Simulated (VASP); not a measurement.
# TiH (I4/mmm) in VASP: notebook, part 2 of 2

VASP 6.6.1. Earlier steps stand in the parts before.

## (3) Single point, PBEsol (strain -0.030 along x and y, -0.030 along z, atoms carried along)

INCAR

```
SYSTEM = TiH
PREC = Accurate ; ENCUT = 520
EDIFF = 1E-6 ; ISMEAR = 0
SIGMA = 0.15 ; LREAL = .FALSE.
LASPH = .TRUE. ; NELM = 100
ALGO = Normal ; ISIF = 2
LWAVE = .FALSE. ; LCHARG = .TRUE.
GGA = PS ; LELF = .TRUE.
LVHAR = .TRUE. ; NBANDS = 14
```

KPOINTS

```
Automatic mesh
0
G
  20 20 20
  0 0 0
```

POSCAR

```
TiH
1.0
    0.0000000000      2.0270063034      2.0270063034
    2.0270063034      0.0000000000      2.0270063034
    2.0270063034      2.0270063034      0.0000000000
Ti H
1 1
Direct
    0.0000000000      0.0000000000      0.0000000000
    0.5000000000      0.5000000000      0.5000000000
```

Potentials or basis: VASP PAW PBE potentials, release 64 (Ti_sv, H).

Run with:

```sh
$ cat potpaw_PBE.64/Ti_sv/POTCAR potpaw_PBE.64/H/POTCAR > POTCAR
$ mpirun -np 1 vasp_std > vasp.out
```

OUTCAR:

```text
SYSTEM = TiH
   PREC = Accurate
   ENCUT = 520
   EDIFF = 1E-6
   ISMEAR = 0
   LREAL = .FALSE.
   LASPH = .TRUE.
   NELM = 100
   ISIF = 2
   GGA = PS

 ion  position               nearest neighbor table
   1  0.000  0.000  0.000-
   2  0.500  0.500  0.500-

  LATTYP: Found a face centered cubic cell.
 ALAT       =     4.0540126068

  Lattice vectors:

 A1 = (   0.0000000000,   2.0270063034,   2.0270063034)
[... 593 lines left out ...]

 [... further k-points ...]

------------------------ aborting loop because EDIFF is reached ----------------------------------------

  FORCE on cell =-STRESS in cart. coord.  units (eV):
  Direction    XX          YY          ZZ          XY          YZ          ZX
  --------------------------------------------------------------------------------------
  -------------------------------------------------------------------------------------
  Total        1.1353303      1.1353303      1.1353303     -0.0000000     -0.0000000      0.0000000
  in kB      109.2037456    109.2037456    109.2037456     -0.0000000     -0.0000000      0.0000000
  external PRESSURE =     109.2037456 kB  Pullay stress =       0.0000000 kB

 VOLUME and BASIS-vectors are now :
 -----------------------------------------------------------------------------
  energy-cutoff  :      520.00
  volume of cell :       16.66
      direct lattice vectors                 reciprocal lattice vectors
     0.000000000  2.027006303  2.027006303    -0.246669189  0.246669189  0.246669189
     2.027006303  0.000000000  2.027006303     0.246669189 -0.246669189  0.246669189
     2.027006303  2.027006303  0.000000000     0.246669189  0.246669189 -0.246669189

 POSITION                                       TOTAL-FORCE (eV/Angst)
 -----------------------------------------------------------------------------------
      0.00000      0.00000      0.00000         0.000000      0.000000     -0.000000
      2.02701      2.02701      2.02701        -0.000000     -0.000000      0.000000
 -----------------------------------------------------------------------------------
    total drift:                                0.000000     -0.000000     -0.000000

  FREE ENERGIE OF THE ION-ELECTRON SYSTEM (eV)
  ---------------------------------------------------
  free  energy   TOTEN  =       -12.3983227667 eV

  energy  without entropy=      -12.3781336944  energy(sigma->0) =      -12.38822823
```

OSZICAR:

```text
N       E                     dE             d eps       ncg     rms          rms(c)
DAV:   1     0.914425204854E+02    0.91443E+02   -0.64640E+03  7202   0.108E+03
DAV:   2    -0.958774223691E+01   -0.10103E+03   -0.97224E+02  7546   0.292E+02
DAV:   3    -0.138232415864E+02   -0.42355E+01   -0.41856E+01  9122   0.604E+01
DAV:   4    -0.139059693447E+02   -0.82728E-01   -0.82611E-01  8196   0.768E+00
DAV:   5    -0.139077723065E+02   -0.18030E-02   -0.18028E-02  8390   0.102E+00    0.124E+01
DAV:   6    -0.124298217210E+02    0.14780E+01   -0.18284E+00  8104   0.234E+01    0.309E+00
DAV:   7    -0.123928444098E+02    0.36977E-01   -0.16132E-01  8828   0.386E+00    0.146E+00
DAV:   8    -0.123981000084E+02   -0.52556E-02   -0.45127E-02  7384   0.265E+00    0.331E-01
DAV:   9    -0.123983003396E+02   -0.20033E-03   -0.49380E-03  8800   0.822E-01    0.143E-01
DAV:  10    -0.123983284373E+02   -0.28098E-04   -0.19942E-04  7450   0.193E-01    0.774E-02
DAV:  11    -0.123983228914E+02    0.55458E-05   -0.83016E-05  7684   0.103E-01    0.147E-02
DAV:  12    -0.123983227667E+02    0.12472E-06   -0.48087E-06  8170   0.227E-02
   1 F= -.12398323E+02 E0= -.12388228E+02  d E =-.201891E-01
```

It took 16 s on 1 thread of Intel Xeon 6975P-C (Granite Rapids), shared host; peak memory 0.18 GiB.

Results:

```yaml
Free_energy: -12.3983 eV
Pressure: 10.9 GPa
Band_gap_on_the_k_mesh: none (metal or under the smearing width)
```

Caveat: the PAW data sets were made with another functional, which shifts forces and pressure a little.

## (4) Single point, PBEsol (strain +0.030 along x and y, +0.030 along z, atoms carried along)

INCAR

```
SYSTEM = TiH
ALGO = Normal ; EDIFF = 1E-6
ENCUT = 520 ; GGA = PS
ISIF = 2 ; ISMEAR = 0
LASPH = .True. ; LCHARG = .False.
LREAL = .False. ; LWAVE = .False.
NBANDS = 14 ; NELM = 100
PREC = Accurate ; SIGMA = 0.15
```

KPOINTS

```
k-points
0
Gamma
  20 20 20
  0 0 0
```

POSCAR

```
TiH
1.0
    0.0000000000      2.1523881366      2.1523881366
    2.1523881366      0.0000000000      2.1523881366
    2.1523881366      2.1523881366      0.0000000000
Ti H
1 1
Direct
    0.0000000000      0.0000000000      0.0000000000
    0.5000000000      0.5000000000      0.5000000000
```

Run with:

```sh
$ cat potpaw_PBE.64/Ti_sv/POTCAR potpaw_PBE.64/H/POTCAR > POTCAR
$ mpirun -np 1 vasp_std > vasp.out
```

Wall time 17 s (1 thread of Intel Xeon 6975P-C (Granite Rapids), shared host); peak memory 0.19 GiB.

Results (log left out):

| Property | Result |
| --- | --- |
| Free energy | -12.3347 eV |
| Pressure | -13.9 GPa |
| Band gap on the k mesh | none (metal or under the smearing width) |

Levels at points of the mesh, in eV from the Fermi level:
```tsv
k point	band 4	band 5	band 6	band 7	band 8	band 9
(0.00, 0.00, 0.00)	-32.75	-9.06	0.64	0.64	0.64	1.95
(0.50, 0.00, 0.00)	-32.80	-4.90	-2.91	0.29	0.29	2.95
(0.50, 0.50, 0.00)	-32.91	-6.31	-1.62	1.33	2.88	3.26
```

Caveat: the PAW data sets were made with another functional, which shifts forces and pressure a little.

## (5) Single point, PBEsol (strain -0.030 along x and y, +0.030 along z, atoms carried along)

INCAR

```
PREC     = Accurate       # precision mode
ENCUT    = 520            # plane-wave cutoff, eV
EDIFF    = 1E-6           # SCF threshold, eV
ISMEAR   = 0              # smearing method
SIGMA    = 0.15           # smearing width, eV
LREAL    = False          # projectors in reciprocal space
LASPH    = True           # aspherical terms in the spheres
NELM     = 100            # most SCF steps
ALGO     = Fast           # electronic algorithm
ISIF     = 2              # what is computed and relaxed
LWAVE    = False          # write WAVECAR
LCHARG   = True           # write CHGCAR
GGA      = PS             # functional
LELF     = True           # ELF
LVHAR    = True         
NBANDS   = 14             # bands
```

KPOINTS

```
Automatic mesh
0
Gamma
  20 20 20
```

POSCAR

```
TiH
1.0
    0.0000000000      2.0270063034      2.1523881366
    2.0270063034      0.0000000000      2.1523881366
    2.0270063034      2.0270063034      0.0000000000
Ti H
1 1
Direct
    0.0000000000      0.0000000000      0.0000000000
    0.5000000000      0.5000000000      0.5000000000
```

Run with:

```sh
$ cat potpaw_PBE.64/Ti_sv/POTCAR potpaw_PBE.64/H/POTCAR > POTCAR
$ mpirun -np 1 vasp_std > vasp.out
```

It took 68 s on 1 thread of Intel Xeon 6975P-C (Granite Rapids), shared host; peak memory 0.27 GiB.

The run converged. Its results:

```yaml
Free_energy: -12.4354 eV
Pressure: 0.7 GPa
Band_gap_on_the_k_mesh: none (metal or under the smearing width)
```

Stress tensor (GPa, compression positive):
```
0.75 0.00 0.00
0.00 0.75 0.00
0.00 0.00 0.54
```

Levels at points of the mesh, in eV from the Fermi level:
```csv
k point,band 5,band 6,band 7,band 8,band 9,band 10
"(0.00, 0.00, 0.00)",-9.62,0.36,0.89,0.89,1.91,2.50
"(0.50, 0.00, 0.00)",-5.03,-3.20,0.04,0.52,3.32,3.55
"(0.50, 0.50, 0.00)",-7.01,-1.88,1.05,3.36,3.79,3.79
"(0.50, 0.00, 0.50)",-6.95,-1.95,2.09,3.32,3.61,3.98
```

Caveat: the PAW data sets were made with another functional, which shifts forces and pressure a little.

## (6) Overview

```csv
cell,gap on the mesh (eV),pressure (GPa)
"strain +0.000 along x and y, +0.030 along z, atoms carried along",none,-7.6
"strain -0.030 along x and y, -0.030 along z, atoms carried along",none,10.9
"strain +0.030 along x and y, +0.030 along z, atoms carried along",none,-13.9
"strain -0.030 along x and y, +0.030 along z, atoms carried along",none,0.7
```

Alike in all rows: task single point; level PBEsol; potentials or basis VASP PAW PBE potentials, release 64 (Ti_sv, H); no spin polarisation; k mesh 20 × 20 × 20; cutoff (eV) 520; smearing gaussian 0.15 eV.

Caveats: the PAW data sets were made with another functional, which shifts forces and pressure a little.

Absolute energies hang on the potentials; compare differences alone.
